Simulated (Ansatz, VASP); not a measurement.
# One calculation of B, two programs

File INCAR:

```
SYSTEM = B
PREC     = Accurate       ! precision mode
ENCUT    = 600            ! plane-wave cutoff, eV
EDIFF    = 1E-7           ! SCF threshold, eV
ISMEAR   = 0              ! smearing method
SIGMA    = 0.1            ! smearing width, eV
LREAL    = .False.        ! projectors in reciprocal space
LASPH    = .True.         ! aspherical terms in the spheres
NELM     = 100            ! most SCF steps
ALGO     = Normal         ! electronic algorithm
ISIF     = 3              ! what is computed and relaxed
LWAVE    = .False.        ! write WAVECAR
LCHARG   = .False.        ! write CHGCAR
GGA      = PE             ! functional
IBRION   = 2              ! ionic algorithm
NSW      = 100            ! ionic steps
EDIFFG   = -0.01          ! ionic threshold
```

File KPOINTS:

```
Automatic mesh
0
Gamma
  26 26 26
  0 0 0
```

The input POSCAR:

```
B
1.0
    0.0000000000      1.6877460679      2.7058555860
    1.4763510054      0.0000000000      2.7058555860
    1.4763510054      1.6877460679      0.0000000000
B
2
Direct
    0.1570572179      0.1570572179      0.8429427821
    0.8429427821      0.8429427821      0.1570572179
```

Input for Ansatz:

```yaml
crystal:
  lattice:
    - [0.0, 1.6877460679, 2.705855586]
    - [1.4763510054, 0.0, 2.705855586]
    - [1.4763510054, 1.6877460679, 0.0]
  atoms:
    - { symbol: B, position: [0.1570572179, 0.1570572179, 0.8429427821] }
    - { symbol: B, position: [0.8429427821, 0.8429427821, 0.1570572179] }
basis:
  ecutwfc: 420
kpoints:
  mp_grid: { grid: [26, 26, 26] }
hamiltonian:
  xc: pbe
scf:
  occupations: { method: gaussian, width: 0.1 }
output:
  forces: true
  stress: true
  eigenvalues: true
relax:
  adjacent_minimum: "off"
  f_tol: 0.01
  max_steps: 80
  cell: { stress_tol: 0.05 }
```

Alike in both runs: task relaxation of cell and atoms; functional PBE; k mesh 26 × 26 × 26; occupations gaussian, width 0.1 eV; no spin polarisation.

|  | VASP | Ansatz |
| --- | --- | --- |
| version | VASP 6.6.1 | Ansatz 0.2.0 |
| potentials or method | VASP PAW PBE potentials, release 64 (B) | scalar-relativistic, plane waves, PAW |
| plane-wave cutoff (eV) | 600 | 420 |
| valence electrons in the cell | 6 | 6 |

```tsv
	VASP	Ansatz	Ansatz less VASP
gap on the k mesh at the Fermi level, each at its own relaxed structure (eV)	none	none	-
relaxed volume (Å³/atom)	6.79	6.79	0.000
relaxed cell length with the largest relative difference (Å)	3.078	3.078	-0.0004
```

A gap of «none» marks a metal or a gap that the smearing closes.
